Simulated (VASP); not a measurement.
## BaS (zincblende): a LDA single-point calculation in VASP

INCAR

```
GGA = CA
ENCUT = 520
SIGMA = 0.01
LWAVE = .FALSE.
NBANDS = 15
LCHARG = .FALSE.
LASPH = .TRUE.
NSW = 0
ISIF = 2
PREC = Accurate
EDIFF = 1E-7
LREAL = .FALSE.
NELM = 120
IBRION = -1
ISMEAR = 0
```

KPOINTS

```
KPOINTS created by Atomic Simulation Environment
0
Gamma
6 6 6
0 0 0
```

KPOINTS_OPT

```
special points
6
Reciprocal
0.0000000000 0.0000000000 0.0000000000 1
0.5000000000 0.0000000000 0.5000000000 1
0.5000000000 0.2500000000 0.7500000000 1
0.3750000000 0.3750000000 0.7500000000 1
0.5000000000 0.5000000000 0.5000000000 1
0.6250000000 0.2500000000 0.6250000000 1
```

POSCAR

```
Ba S
 1.0000000000000000
     0.0000000000000000    3.5194117709000001    3.5194117709000001
     3.5194117709000001    0.0000000000000000    3.5194117709000001
     3.5194117709000001    3.5194117709000001    0.0000000000000000
 Ba  S
   1   1
Cartesian
  0.0000000000000000  0.0000000000000000  0.0000000000000000
  1.7597058854500001  1.7597058854500001  1.7597058854500001
```

VASP ran with the recommended LDA PAW datasets (16 valence electrons in the cell).

Command

```
mpirun -np 1 vasp_std
```

OSZICAR

```
N       E                     dE             d eps       ncg     rms          rms(c)
DAV:   1     0.894287930340E+02    0.89429E+02   -0.63515E+03   480   0.888E+02
DAV:   2    -0.464552914826E+01   -0.94074E+02   -0.85953E+02   650   0.163E+02
DAV:   3    -0.113983101362E+02   -0.67528E+01   -0.67055E+01   693   0.471E+01
DAV:   4    -0.115570041236E+02   -0.15869E+00   -0.15866E+00   695   0.707E+00
DAV:   5    -0.115584955544E+02   -0.14914E-02   -0.14914E-02   701   0.623E-01    0.509E+00
DAV:   6    -0.105956092895E+02    0.96289E+00   -0.13475E+00   564   0.617E+00    0.350E+00
DAV:   7    -0.105244124182E+02    0.71197E-01   -0.29714E-01   564   0.257E+00    0.225E+00
DAV:   8    -0.105105492006E+02    0.13863E-01   -0.42464E-02   606   0.113E+00    0.360E-01
DAV:   9    -0.105091390399E+02    0.14102E-02   -0.79825E-03   627   0.532E-01    0.329E-01
DAV:  10    -0.105102599603E+02   -0.11209E-02   -0.52376E-04   536   0.138E-01    0.501E-02
DAV:  11    -0.105103177462E+02   -0.57786E-04   -0.29444E-04   564   0.869E-02    0.422E-02
DAV:  12    -0.105103292061E+02   -0.11460E-04   -0.73558E-05   634   0.392E-02    0.259E-02
DAV:  13    -0.105103251026E+02    0.41035E-05   -0.12961E-05   599   0.183E-02    0.936E-03
DAV:  14    -0.105103252675E+02   -0.16491E-06   -0.67666E-07   592   0.517E-03    0.122E-03
DAV:  15    -0.105103252148E+02    0.52747E-07   -0.14070E-07   569   0.204E-03
   1 F= -.10510325E+02 E0= -.10510325E+02  d E =-.236196E-13
       N       E                     dE             ncg
DAV:   1     0.194096496416E+03   -0.24668E+04      180
DAV:   2    -0.344694653689E+03   -0.53879E+03      237
DAV:   3    -0.379805928005E+03   -0.35111E+02      258
DAV:   4    -0.380693375359E+03   -0.88745E+00      247
DAV:   5    -0.380702296989E+03   -0.89216E-02      273
DAV:   6    -0.380702365189E+03   -0.68199E-04      233
DAV:   7    -0.380702365505E+03   -0.31647E-06      280
DAV:   8    -0.380702365508E+03   -0.27266E-08      181
```

From OUTCAR

```
k-points           NKPTS =     16   k-points in BZ     NKDIM =     16   number of bands    NBANDS=     15

   NELECT =      16.0000    total number of electrons

   dimension x,y,z NGX =    40 NGY =   40 NGZ =   40
   dimension x,y,z NGXF=    80 NGYF=   80 NGZF=   80

  energy-cutoff  :      520.00
  volume of cell :       87.18
      direct lattice vectors                 reciprocal lattice vectors
     0.000000000  3.519411771  3.519411771    -0.142069196  0.142069196  0.142069196
     3.519411771  0.000000000  3.519411771     0.142069196 -0.142069196  0.142069196
     3.519411771  3.519411771  0.000000000     0.142069196  0.142069196 -0.142069196

 k-points in reciprocal lattice and weights: KPOINTS created by Atomic Simulation Env
   0.00000000  0.00000000  0.00000000       0.005
   0.16666667  0.00000000  0.00000000       0.037
   0.33333333  0.00000000  0.00000000       0.037
   0.50000000  0.00000000  0.00000000       0.019
   0.16666667  0.16666667  0.00000000       0.028
   0.33333333  0.16666667  0.00000000       0.111
   0.50000000  0.16666667  0.00000000       0.111
  -0.33333333  0.16666667  0.00000000       0.111
   ...

 E-fermi :  -0.3700

 k-point     1 :       0.0000    0.0000    0.0000
  band No.  band energies     occupation
      1     -26.4389      2.00000
      2     -11.6363      2.00000
      3     -11.6363      2.00000
      4     -11.6363      2.00000
      5     -10.2761      2.00000
      6      -1.1117      2.00000
      7      -1.1117      2.00000
      8      -1.1117      2.00000
      9       2.0278      0.00000
     10       4.5011      0.00000
     11       4.5011      0.00000
     12       6.4154      0.00000
     13       6.4154      0.00000
     14       6.4154      0.00000
     15       9.3577      0.00000

 k-point     2 :       0.1667    0.0000    0.0000
  band No.  band energies     occupation
      1     -26.4352      2.00000
      2     -11.8438      2.00000
      3     -11.6465      2.00000
      4     -11.6465      2.00000
      5     -10.0613      2.00000
      6      -1.1995      2.00000
      7      -1.0406      2.00000
      8      -1.0406      2.00000
      9       2.6261      0.00000
     10       4.3056      0.00000
     11       4.3056      0.00000
     12       6.0914      0.00000
     13       6.8082      0.00000
     14       6.8082      0.00000
     15       7.9285      0.00000

 k-point     3 :       0.3333    0.0000    0.0000
  band No.  band energies     occupation
      1     -26.4277      2.00000
      2     -12.1480      2.00000
      3     -11.6667      2.00000
      4     -11.6667      2.00000
      5      -9.7517      2.00000
      6      -1.1690      2.00000
      7      -0.9096      2.00000
      8      -0.9096      2.00000
      9       3.5634      0.00000
     10       4.3426      0.00000
     11       4.3426      0.00000
     12       5.3820      0.00000
     13       6.5227      0.00000
     14       6.5227      0.00000
     15       7.0034      0.00000

 k-point     4 :       0.5000    0.0000    0.0000
  band No.  band energies     occupation
      1     -26.4239      2.00000
      2     -12.2713      2.00000
      3     -11.6767      2.00000
      4     -11.6767      2.00000
      5      -9.6303      2.00000
      6      -1.0622      2.00000
      7      -0.8509      2.00000
      8      -0.8509      2.00000
      9       3.8025      0.00000
     10       4.6698      0.00000
     11       4.6698      0.00000
     12       4.7451      0.00000
     13       5.8557      0.00000
     14       5.8557      0.00000
     15       7.9663      0.00000

 k-point     5 :       0.1667    0.1667    0.0000
  band No.  band energies     occupation
      1     -26.4339      2.00000
      2     -11.8824      2.00000
      3     -11.6618      2.00000
      4     -11.6618      2.00000
      5      -9.9959      2.00000
      6      -1.3219      2.00000
      7      -0.9614      2.00000
      8      -0.9614      2.00000
      9       2.8307      0.00000
     10       3.7536      0.00000
     11       4.7402      0.00000
     12       6.5681      0.00000
     13       6.5681      0.00000
     14       6.6275      0.00000
     15       8.4419      0.00000

 k-point     6 :       0.3333    0.1667    0.0000
  band No.  band energies     occupation
      1     -26.4277      2.00000
      2     -12.1170      2.00000
      3     -11.6917      2.00000
      4     -11.6845      2.00000
      5      -9.7355      2.00000
      6      -1.3431      2.00000
      7      -0.8377      2.00000
      8      -0.8114      2.00000
      9       3.3639      0.00000
     10       3.8029      0.00000
     11       4.8821      0.00000
     12       5.7844      0.00000
     13       6.3712      0.00000
     14       6.8974      0.00000
     15       7.5653      0.00000

 k-point     7 :       0.5000    0.1667    0.0000
  band No.  band energies     occupation
      1     -26.4227      2.00000
      2     -12.2688      2.00000
      3     -11.7289      2.00000
      4     -11.6920      2.00000
      5      -9.5658      2.00000
      6      -1.1360      2.00000
      7      -0.8177      2.00000
      8      -0.7474      2.00000
      9       3.3690      0.00000
     10       4.1218      0.00000
     11       4.7948      0.00000
     12       5.5083      0.00000
     13       6.0004      0.00000
     14       6.6692      0.00000
     15       7.9480      0.00000

 k-point     8 :      -0.3333    0.1667    0.0000
  band No.  band energies     occupation
      1     -26.4239      2.00000
      2     -12.2312      2.00000
      3     -11.7352      2.00000
      4     -11.6769      2.00000
      5      -9.6054      2.00000
      6      -1.0885      2.00000
      7      -0.8777      2.00000
      8      -0.8217      2.00000
      9       3.5104      0.00000
     10       4.1319      0.00000
     11       4.4643      0.00000
     12       5.4625      0.00000
     13       6.4607      0.00000
     14       6.7319      0.00000
     15       7.5681      0.00000

 k-point     9 :      -0.1667    0.1667    0.0000
  band No.  band energies     occupation
      1     -26.4302      2.00000
      2     -12.0353      2.00000
      3     -11.6947      2.00000
      4     -11.6542      2.00000
      5      -9.8342      2.00000
      6      -1.2385      2.00000
      7      -0.9659      2.00000
      8      -0.9109      2.00000
      9       3.3218      0.00000
     10       3.9366      0.00000
     11       4.4232      0.00000
     12       5.7878      0.00000
     13       6.6420      0.00000
     14       7.1815      0.00000
     15       7.5283      0.00000

 k-point    10 :       0.3333    0.3333    0.0000
  band No.  band energies     occupation
      1     -26.4239      2.00000
      2     -12.2214      2.00000
      3     -11.7121      2.00000
      4     -11.7121      2.00000
      5      -9.5981      2.00000
      6      -1.5203      2.00000
      7      -0.6213      2.00000
      8      -0.6213      2.00000
      9       2.8957      0.00000
     10       4.2731      0.00000
     11       5.3550      0.00000
     12       6.0563      0.00000
     13       6.1930      0.00000
     14       6.1930      0.00000
     15       8.9027      0.00000

 k-point    11 :       0.5000    0.3333    0.0000
  band No.  band energies     occupation
      1     -26.4202      2.00000
      2     -12.3123      2.00000
      3     -11.7558      2.00000
      4     -11.7220      2.00000
      5      -9.4722      2.00000
      6      -1.4177      2.00000
      7      -0.5640      2.00000
      8      -0.5342      2.00000
      9       2.8443      0.00000
     10       4.0010      0.00000
     11       5.1948      0.00000
     12       6.1351      0.00000
     13       6.2859      0.00000
     14       6.8279      0.00000
     15       8.6352      0.00000

 k-point    12 :      -0.3333    0.3333    0.0000
  band No.  band energies     occupation
      1     -26.4202      2.00000
      2     -12.2995      2.00000
      3     -11.7924      2.00000
      4     -11.7046      2.00000
      5      -9.4665      2.00000
      6      -1.1463      2.00000
      7      -0.7494      2.00000
      8      -0.6362      2.00000
      9       2.8847      0.00000
     10       4.2098      0.00000
     11       4.4568      0.00000
     12       6.3488      0.00000
     13       6.6383      0.00000
     14       7.0286      0.00000
     15       8.0455      0.00000

 k-point    13 :       0.5000    0.5000    0.0000
  band No.  band energies     occupation
      1     -26.4189      2.00000
      2     -12.3543      2.00000
      3     -11.7369      2.00000
      4     -11.7369      2.00000
      5      -9.4407      2.00000
      6      -1.5557      2.00000
      7      -0.4242      2.00000
      8      -0.4242      2.00000
      9       2.7889      0.00000
     10       3.9629      0.00000
     11       5.7605      0.00000
     12       5.7605      0.00000
     13       5.7983      0.00000
     14       7.9022      0.00000
     15       8.0834      0.00000

 ...

  Total       -0.8861624     -0.8861624     -0.8861624      0.0000000      0.0000000      0.0000000
  in kB      -16.2848452    -16.2848452    -16.2848452      0.0000000      0.0000000      0.0000000
  external PRESSURE =     -16.2848452 kB  Pullay stress =       0.0000000 kB

 POSITION                                       TOTAL-FORCE (eV/Angst)
 -----------------------------------------------------------------------------------
      0.00000      0.00000      0.00000         0.000000      0.000000      0.000000
      1.75971      1.75971      1.75971        -0.000000     -0.000000     -0.000000
 -----------------------------------------------------------------------------------
    total drift:                                0.000000      0.000000     -0.000000

  FREE ENERGIE OF THE ION-ELECTRON SYSTEM (eV)
  ---------------------------------------------------
  free  energy   TOTEN  =       -10.5103252148 eV

  energy  without entropy=      -10.5103252148  energy(sigma->0) =      -10.51032521
```

* gap between bands v and c: 2.44 eV
* least direct gap: 3.14 eV
* pressure: -1.6 GPa

Band v is the last that the valence electrons fill when counted band by band, and c is the next.

The run took about 13 s on one core of a shared host (Intel Xeon 6975P-C) and held 0.19 GiB at most.
